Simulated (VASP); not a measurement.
# KF (Carobbiite) (Fm-3m) in VASP: notebook

One crystal, KF (Carobbiite), is run at these levels: PBE; tasks: phonons, dielectric tensor.

All numbers are computed with VASP 6.6.1; they aren't measurements. Logs are shortened: lines on timing, memory, paths and dates and some standing lists are left out, and cuts for length are marked.

### 1 The structure

Symmetry: Fm-3m, No. 225, cubic system. Conventional cell: a = 5.421 Å, b = 5.421 Å, c = 5.421 Å, α = 90.00°, β = 90.00°, γ = 90.00°. Around K (site symmetry m-3m) lie 6 F at 2.71 Å. F (site symmetry m-3m) has 6 K at 2.71 Å as nearest neighbours.

### 2 Phonons, PBE

POSCAR

```
KF
1.0
    0.0000000000      2.7106739233      2.7106739233
    2.7106739233      0.0000000000      2.7106739233
    2.7106739233      2.7106739233      0.0000000000
  K               F
     1     1
Direct
     0.0000000000000000    0.0000000000000000    0.0000000000000000
     0.5000000000000000    0.5000000000000000    0.5000000000000000
```

INCAR.step1

```
SYSTEM = KF
PREC = Accurate
ENCUT = 600
EDIFF = 1E-8
ISMEAR = 0
SIGMA = 0.03
LREAL = .FALSE.
LASPH = .TRUE.
NELM = 80
ALGO = Normal
ISIF = 3
LWAVE = .FALSE.
LCHARG = .FALSE.
GGA = PE
IBRION = 2
NSW = 40
EDIFFG = -0.002
```

INCAR.step2

```
SYSTEM = KF
PREC = Accurate
ENCUT = 600
EDIFF = 1E-8
ISMEAR = 0
SIGMA = 0.03
LREAL = .FALSE.
LASPH = .TRUE.
NELM = 80
ALGO = Normal
ISIF = 2
LWAVE = .FALSE.
LCHARG = .FALSE.
GGA = PE
IBRION = 6
NFREE = 2
POTIM = 0.015
NSW = 1
```

KPOINTS

```
regular mesh
0
G
  10 10 10
  0 0 0
```

Potentials or basis: VASP PAW PBE potentials, release 64 (K_sv, F).

Command:

```console
$ cat potpaw_PBE.64/K_sv/POTCAR potpaw_PBE.64/F/POTCAR > POTCAR
$ cp INCAR.step1 INCAR
$ mpirun -np 1 vasp_std > vasp.out
$ cp CONTCAR POSCAR
$ cp INCAR.step2 INCAR
$ mpirun -np 1 vasp_std > vasp.out
```

OUTCAR:

```text
SYSTEM = KF
   PREC = Accurate
   ENCUT = 600
   EDIFF = 1E-8
   ISMEAR = 0
   LREAL = .FALSE.
   LASPH = .TRUE.
   NELM = 80
   ISIF = 2
   GGA = PE
   IBRION = 6
   NFREE = 2
   POTIM = 0.015
   NSW = 1

 ion  position               nearest neighbor table
   1  0.000  0.000  0.000-   2 2.71   2 2.71   2 2.71   2 2.71   2 2.71   2 2.71
   2  0.500  0.500  0.500-   1 2.71   1 2.71   1 2.71   1 2.71   1 2.71   1 2.71

  LATTYP: Found a face centered cubic cell.
 ALAT       =     5.4204022271

  Lattice vectors:

 A1 = (   0.0000000000,   2.7102011136,   2.7102011136)
 A2 = (   2.7102011136,   0.0000000000,   2.7102011136)
 A3 = (   2.7102011136,   2.7102011136,   0.0000000000)

Analysis of symmetry for initial positions (statically):
=====================================================================
 Subroutine PRICEL returns:
 Original cell was already a primitive cell.

 Routine SETGRP: Setting up the symmetry group for a
 face centered cubic supercell.

 Subroutine GETGRP returns: Found 48 space group operations
 (whereof 48 operations were pure point group operations)
 out of a pool of 48 trial point group operations.

The static configuration has the point symmetry O_h .

Analysis of symmetry for dynamics (positions and initial velocities):
=====================================================================
 Subroutine PRICEL returns:
 Original cell was already a primitive cell.

 Routine SETGRP: Setting up the symmetry group for a
 face centered cubic supercell.

 Subroutine GETGRP returns: Found 48 space group operations
 (whereof 48 operations were pure point group operations)
 out of a pool of 48 trial point group operations.

The dynamic configuration has the point symmetry O_h .

 Subroutine INISYM returns: Found 48 space group operations
 (whereof 48 operations are pure point group operations),
 and found     1 'primitive' translations

----------------------------------------------------------------------------------------

                                     Primitive cell

  volume of cell :      39.8139

  direct lattice vectors                    reciprocal lattice vectors
     0.000000000  2.710201114  2.710201114    -0.184488154  0.184488154  0.184488154
     2.710201114  0.000000000  2.710201114     0.184488154 -0.184488154  0.184488154
     2.710201114  2.710201114  0.000000000     0.184488154  0.184488154 -0.184488154

  length of vectors
     3.832803172  3.832803172  3.832803172     0.319542856  0.319542856  0.319542856

  position of ions in fractional coordinates (direct lattice)
     0.000000000  0.000000000  0.000000000
     0.500000000  0.500000000  0.500000000

  ion indices of the primitive-cell ions
   primitive index   ion index
                 1           1
                 2           2

----------------------------------------------------------------------------------------

 KPOINTS: regular mesh

Automatic generation of k-mesh.
 Grid dimensions read from file:
 generate k-points for:   10   10   10

 Generating k-lattice:

  Cartesian coordinates                     Fractional coordinates (reciprocal lattice)
    -0.018448815  0.018448815  0.018448815     0.100000000  0.000000000  0.000000000
     0.018448815 -0.018448815  0.018448815     0.000000000  0.100000000  0.000000000
     0.018448815  0.018448815 -0.018448815     0.000000000  0.000000000  0.100000000

  Length of vectors
     0.031954286  0.031954286  0.031954286

  Shift w.r.t. Gamma in fractional coordinates (k-lattice)
     0.000000000  0.000000000  0.000000000

[... 62 lines left out ...]
   NUPDOWN=      -1.0000    fix difference up-down
   EMIN   =  10.00;   EMAX   =-10.00  energy-range for DOS
   EFERMI =   0.00;   METHOD = LEGACY
   ISMEAR =     0;   SIGMA  =   0.03  broadening in eV -4-tet -1-fermi 0-gaus
   EFERMI_NEDOS =   21; number of points for ismear=-14 and -15
   IALGO  =     38    algorithm
   IMIX   =      4    mixing-type and parameters
     AMIX     =   0.40;   BMIX     =  1.00
     AMIX_MAG =   1.60;   BMIX_MAG =  1.00
  volume/ion in A,a.u.               =      19.91       134.34
  Fermi-wavevector in a.u.,A,eV,Ry     =   1.208101  2.282980 19.857818  1.459508
  Thomas-Fermi vector in A             =   2.343719
   LORBIT       =      0    0 simple, 1 ext, 2 COOP (PROOUT), +10 PAW based schemes
   GGA     = PE    functional components
   LHFCALC =     F    Hartree Fock is set to
   AEXX    =    0.0000 exact exchange contribution
   IVDW    =     0    specifies the selected vdW correction
   LEPSILON=     F    determine dielectric tensor
   LRPA    =     F    only Hartree local field effects (RPA)
 finite differences with symmetry
 non-spin polarized calculation
 Gauss-broadening in eV      SIGMA  =   0.03
  energy-cutoff  :      600.00
  volume of cell :       39.81
 maximum number of plane-waves:      1363
   NGX = 15   NGY = 15   NGZ = 15

--------------------------------------- Ionic step        1  -------------------------------------------

 number of electron      15.9999994 magnetization

 Free energy of the ion-electron system (eV)
  ---------------------------------------------------
  ext. energy  EPLUGINS =         0.00000000
  ---------------------------------------------------
  free energy    TOTEN  =        -8.30109215 eV

  energy without entropy =       -8.30109215  energy(sigma->0) =       -8.30109215

------------------------ aborting loop because EDIFF is reached ----------------------------------------

  FORCE on cell =-STRESS in cart. coord.  units (eV):
  Direction    XX          YY          ZZ          XY          YZ          ZX
  --------------------------------------------------------------------------------------
  -------------------------------------------------------------------------------------
  Total       -0.0032852     -0.0032852     -0.0032852     -0.0000000      0.0000000     -0.0000000
  in kB       -0.1322037     -0.1322037     -0.1322037     -0.0000000      0.0000000     -0.0000000
  external PRESSURE =      -0.1322037 kB  Pullay stress =       0.0000000 kB
[... 131 lines left out ...]
--------------------------------------- Ionic step        5  -------------------------------------------

 number of electron      15.9999997 magnetization

 Free energy of the ion-electron system (eV)
  ---------------------------------------------------
  ext. energy  EPLUGINS =         0.00000000
  ---------------------------------------------------
  free energy    TOTEN  =        -8.30094741 eV

  energy without entropy =       -8.30094741  energy(sigma->0) =       -8.30094741

 E-fermi :  -2.7749     XC(G=0):  -8.2115

 val. band max:       -2.9166024393   @ k =   0.0000   0.0000   0.0000
 cond. band min:       3.0325780119   @ k =   0.0000   0.0000   0.0000
 fundamental gap:      5.9491804512
 Fermi energy:        -2.7748795206

 k-point     1 :       0.0000    0.0000    0.0000
  band No.  band energies     occupation
      1     -29.1734      2.00000
      2     -21.5506      2.00000
      3     -12.4533      2.00000
      4     -12.4533      2.00000
      5     -12.4533      2.00000
      6      -2.9167      2.00000
      7      -2.9167      2.00000
      8      -2.9166      2.00000
      9       3.0326      0.00000
     10       7.6438      0.00000
     11       7.6441      0.00000
     12       7.6441      0.00000
[... 331 lines left out ...]
 k-point    24 :       0.4000    0.3000    0.0000
  band No.  band energies     occupation
      1     -29.0957      2.00000
      2     -21.5742      2.00000
      3     -12.7683      2.00000
      4     -12.6016      2.00000
      5     -12.5911      2.00000
      6      -3.3176      2.00000
      7      -3.0240      2.00000
      8      -3.0032      2.00000
      9       5.7115      0.00000
     10       6.0691      0.00000
     11       8.9115      0.00000
     12       9.8457      0.00000

 [... further k-points ...]

------------------------ aborting loop because EDIFF is reached ----------------------------------------

  FORCE on cell =-STRESS in cart. coord.  units (eV):
  Direction    XX          YY          ZZ          XY          YZ          ZX
  --------------------------------------------------------------------------------------
  -------------------------------------------------------------------------------------
  Total       -0.0009423     -0.0036633     -0.0036633     -0.0000000      0.0000000      0.0000000
  in kB       -0.0379195     -0.1474185     -0.1474185     -0.0000000      0.0000000      0.0000000
  external PRESSURE =      -0.1109188 kB  Pullay stress =       0.0000000 kB
[... 17 lines left out ...]
  FREE ENERGIE OF THE ION-ELECTRON SYSTEM (eV)
  ---------------------------------------------------
  free  energy   TOTEN  =        -8.3009474130 eV

  energy  without entropy=       -8.3009474130  energy(sigma->0) =       -8.30094741

 INTERNAL STRAIN TENSORS FROM DISPLACED ATOMS
 ============================================

 INTERNAL STRAIN TENSOR FOR ION    1 for displacements in x,y,z  (eV/Angst):
          X           Y           Z          XY          YZ          ZX
  --------------------------------------------------------------------------------
  x     0.00000     0.00000     0.00000     0.00000     0.00000     0.00000
  y     0.00000     0.00000     0.00000     0.00000     0.00000     0.00000
  z     0.00000     0.00000     0.00000     0.00000     0.00000     0.00000

 INTERNAL STRAIN TENSOR FOR ION    2 for displacements in x,y,z  (eV/Angst):
          X           Y           Z          XY          YZ          ZX
  --------------------------------------------------------------------------------
  x     0.00000     0.00000     0.00000     0.00000     0.00000     0.00000
  y     0.00000     0.00000     0.00000     0.00000     0.00000     0.00000
  z     0.00000     0.00000     0.00000     0.00000     0.00000     0.00000

 Eigenvectors and eigenvalues of the dynamical matrix
 ----------------------------------------------------

   1 f  =    5.025921 THz    31.578790 2PiTHz  167.646664 cm-1    20.785528 meV
             X         Y         Z           dx          dy          dz
      0.000000  0.000000  0.000000    -0.000000   -0.573434   -0.000000
      2.710201  2.710201  2.710201     0.000000    0.819251   -0.000000
[... 21 lines left out ...]
   6 f/i=    0.009724 THz     0.061096 2PiTHz    0.324348 cm-1     0.040214 meV
             X         Y         Z           dx          dy          dz
      0.000000  0.000000  0.000000    -0.108189   -0.586162    0.562034
      2.710201  2.710201  2.710201    -0.075727   -0.410284    0.393395

 ELASTIC MODULI CONTR FROM IONIC RELAXATION (kBar)
 Direction    XX          YY          ZZ          XY          YZ          ZX
 --------------------------------------------------------------------------------
 XX           0.0000      0.0000      0.0000      0.0000      0.0000      0.0000
 YY           0.0000      0.0000      0.0000      0.0000      0.0000      0.0000
 ZZ           0.0000      0.0000      0.0000      0.0000      0.0000      0.0000
 XY           0.0000      0.0000      0.0000      0.0000      0.0000      0.0000
 YZ           0.0000      0.0000      0.0000      0.0000      0.0000      0.0000
 ZX           0.0000      0.0000      0.0000      0.0000      0.0000      0.0000
 --------------------------------------------------------------------------------
```

It took 2.1 min on 1 thread of AMD EPYC 9R45 (Zen 5), shared host; peak memory 0.22 GiB.

What came out:

```
Relaxed volume                                          : 19.91 Å³/atom
Relaxed cell                                            : a = 3.833 Å, b = 3.833 Å, c = 3.833 Å, α = 60.00°, β = 60.00°, γ = 60.00°
Space group after relaxing (to 0.05 Å)                  : Fm-3m (No. 225)
Highest phonon frequency at Γ, LO-TO splitting left out : 168 cm⁻¹
```

Final structure:
```
K F
1.0
     0.00000    2.71020    2.71020
     2.71020    0.00000    2.71020
     2.71020    2.71020    0.00000
K F
1 1
Direct
  0.00000 0.00000 0.00000
  0.50000 0.50000 0.50000
```

Phonon frequencies in cm⁻¹ (negative: imaginary):
| q point | frequencies |
| --- | --- |
| (0.000, 0.000, 0.000) | 0 0 0 168 168 168 |

### 3 Dielectric tensor, PBE

INCAR

```
SYSTEM = KF
PREC = Accurate
ENCUT = 600
EDIFF = 1E-8
ISMEAR = 0
SIGMA = 0.03
LREAL = .FALSE.
LASPH = .TRUE.
NELM = 80
ALGO = Normal
ISIF = 2
LWAVE = .FALSE.
LCHARG = .FALSE.
GGA = PE
LEPSILON = .TRUE.
```

KPOINTS

```
regular mesh
0
Monkhorst
  14 14 14
  0 0 0
```

POSCAR

```
KF                                      
1.0
    0.0000000000      2.7102011136      2.7102011136
    2.7102011136      0.0000000000      2.7102011136
    2.7102011136      2.7102011136     -0.0000000000
  K               F             
     1     1
Direct
     1.0000000000000000    1.0000000000000000    1.0000000000000000
     0.5000000000000000    0.5000000000000000    0.5000000000000000
```

Potentials or basis: VASP PAW PBE potentials, release 64 (K_sv, F).

Command:

```console
$ cat potpaw_PBE.64/K_sv/POTCAR potpaw_PBE.64/F/POTCAR > POTCAR
$ mpirun -np 1 vasp_std > vasp.out
```

OUTCAR:

```text
SYSTEM = KF
   PREC = Accurate
   ENCUT = 600
   EDIFF = 1E-8
   ISMEAR = 0
   LREAL = .FALSE.
   LASPH = .TRUE.
   NELM = 80
   ISIF = 2
   GGA = PE
   LEPSILON = .TRUE.

 ion  position               nearest neighbor table
   1  0.000  0.000  0.000-   2 2.71   2 2.71   2 2.71   2 2.71   2 2.71   2 2.71
   2  0.500  0.500  0.500-   1 2.71   1 2.71   1 2.71   1 2.71   1 2.71   1 2.71

  LATTYP: Found a face centered cubic cell.
 ALAT       =     5.4204022272

  Lattice vectors:

 A1 = (   0.0000000000,   2.7102011136,   2.7102011136)
 A2 = (   2.7102011136,   0.0000000000,   2.7102011136)
[... 609 lines left out ...]
 -----------------------------------------------------------------------------
    -0.00002  0.00000  0.00000
     0.00000 -0.00002  0.00000
     0.00000 -0.00000 -0.00006

 MACROSCOPIC STATIC DIELECTRIC TENSOR (including local field effects in DFT)
 ------------------------------------------------------
           1.955144    -0.000000    -0.000000
           0.000000     1.955144     0.000000
           0.000000    -0.000000     1.955144
 ------------------------------------------------------

 PIEZOELECTRIC TENSOR (including local field effects)  for field in x, y, z        (e  Angst)
          XX          YY          ZZ          XY          YZ          ZX
  --------------------------------------------------------------------------------
  x     0.00000     0.00000     0.00000     0.00000     0.00000     0.00000
  y     0.00000     0.00000     0.00000     0.00000     0.00000     0.00000
  z     0.00000     0.00000     0.00000     0.00000     0.00000     0.00000

 PIEZOELECTRIC TENSOR (including local field effects)  for field in x, y, z        (C/m^2)
          XX          YY          ZZ          XY          YZ          ZX
  --------------------------------------------------------------------------------
  x     0.00000     0.00000     0.00000     0.00000     0.00000     0.00000
  y     0.00000     0.00000     0.00000     0.00000     0.00000     0.00000
  z     0.00000     0.00000     0.00000     0.00000     0.00000     0.00000

 BORN EFFECTIVE CHARGES (including local field effects) (in |e|, cummulative output)
 ---------------------------------------------------------------------------------
 ion    1
    1     1.13218    -0.00000     0.00000
    2     0.00000     1.13218    -0.00000
    3     0.00000     0.00000     1.13218
 ion    2
    1    -1.13218     0.00000    -0.00000
    2    -0.00000    -1.13218     0.00000
    3    -0.00000    -0.00000    -1.13218
```

OSZICAR:

```text
N       E                     dE             d eps       ncg     rms          rms(c)
DAV:   1     0.128213892995E+03    0.12821E+03   -0.91566E+03  6720   0.144E+03
DAV:   2    -0.393825724119E+01   -0.13215E+03   -0.12061E+03  8560   0.344E+02
DAV:   3    -0.941538973513E+01   -0.54771E+01   -0.54482E+01  8552   0.679E+01
[... 12 lines left out ...]
RMM:  10    -0.116434212339E+00   -0.35574E-05   -0.11948E-06 44755   0.317E-03    0.387E-04
RMM:  11    -0.116435866426E+00   -0.16541E-05   -0.65860E-07 45262   0.148E-03    0.525E-05
RMM:  12    -0.116435543433E+00    0.32299E-06   -0.52576E-07 45091   0.704E-04    0.774E-05
RMM:  13    -0.116435839252E+00   -0.29582E-06   -0.19818E-07 40662   0.326E-04    0.384E-05
RMM:  14    -0.116436113335E+00   -0.27408E-06   -0.12747E-07 37416   0.180E-04    0.142E-05
RMM:  15    -0.116436207810E+00   -0.94475E-07   -0.32068E-08 30952   0.117E-04    0.841E-06
```

stdout:

```text
POSCAR found type information on POSCAR K F
 POSCAR found :  2 types and       2 ions
 scaLAPACK will be used
 LDA part: xc-table for (Slater+PW92), standard interpolation
 -----------------------------------------------------------------------------
|                                                                             |
|           W    W    AA    RRRRR   N    N  II  N    N   GGGG   !!!           |
[... 38 lines left out ...]
  Direction:   1
 dielectric tensor                  component  1 :     1.955     0.005    -0.005
 Linear response to external field, progress :
  Direction:   2
 dielectric tensor                  component  2 :     0.005     1.955    -0.005
 Linear response to external field, progress :
  Direction:   3
 dielectric tensor                  component  3 :     0.006    -0.006     1.955
 Born effective charges drift removed
```

Wall time 34 min (1 thread of AMD EPYC 9R45 (Zen 5), shared host); peak memory 1 GiB.

Results:

```yaml
Electronic_dielectric_tensor_diagonal: 1.96
Born_charges_mean_of_the_diagonal: K +1.13; F -1.13 e
```

Levels at points of the mesh, in eV from the valence-band top:
| k point | band 4 | band 5 | band 6 | band 7 | band 8 | band 9 | band 10 | band 11 | band 12 |
| --- | --- | --- | --- | --- | --- | --- | --- | --- | --- |
| (0.04, 0.04, 0.04) | -9.53 | -9.53 | -0.01 | 0.00 | 0.00 | 5.99 | 10.54 | 10.58 | 10.58 |

Electronic dielectric tensor:
```
1.96 0.00 0.00
0.00 1.96 0.00
0.00 0.00 1.96
```

Born effective charge tensors (e):
atom 1, K
```
1.13 0.00 0.00
0.00 1.13 0.00
0.00 0.00 1.13
```
atom 2, F
```
-1.13  0.00  0.00
 0.00 -1.13  0.00
 0.00  0.00 -1.13
```
